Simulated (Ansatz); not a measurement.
**Sn under strain**

Theory: DFT PBEsol, scalar-relativistic, plane waves, PAW in Ansatz. Run with 420 eV cutoff, 12×12×8 k-mesh, Gaussian smearing of 0.10 eV, no spin polarisation.

Starting point, cell and atoms relaxed:

```yaml
crystal:
  lattice:
    - [3.27035, 3.27035, 0.00000]
    - [-3.27035, 3.27035, 0.00000]
    - [0.00000, 0.00000, 6.54070]
  atoms:
    - { symbol: Sn, position: [0.00000, 0.00000, 0.50000] }
    - { symbol: Sn, position: [0.00000, 0.50000, 0.25000] }
    - { symbol: Sn, position: [0.50000, 0.50000, 0.00000] }
    - { symbol: Sn, position: [0.50000, 0.00000, 0.75000] }
```

Deformation: biaxial strain in the a-b plane, with the length and tilt of c and the atoms relaxed, all within the symmetry that the strain leaves. Energies are extrapolated to zero smearing.

| strain (%) | ΔE (meV/atom) | a (Å) | b (Å) | c (Å) |
| --- | --- | --- | --- | --- |
| -3.0 | 12.9 | 4.486 | 4.486 | 6.736 |
| -2.0 | 5.5 | 4.532 | 4.532 | 6.669 |
| -1.0 | 1.3 | 4.579 | 4.579 | 6.603 |
| +0.0 | 0.0 | 4.625 | 4.625 | 6.541 |
| +1.0 | 1.4 | 4.671 | 4.671 | 6.471 |
| +2.0 | 5.2 | 4.717 | 4.717 | 6.403 |
| +3.0 | 11.3 | 4.764 | 4.764 | 6.335 |

(1) What stiffness (1/V) d²E/dε² at zero strain does a cubic fit over all points give?

(2) How does the free axis c answer a small strain?

Results:

(1) A cubic fit gives (1/V) d²E/dε² = 123 GPa at zero strain (twice the biaxial modulus).

(2) Between the innermost points its strain is -1.01 times the applied one.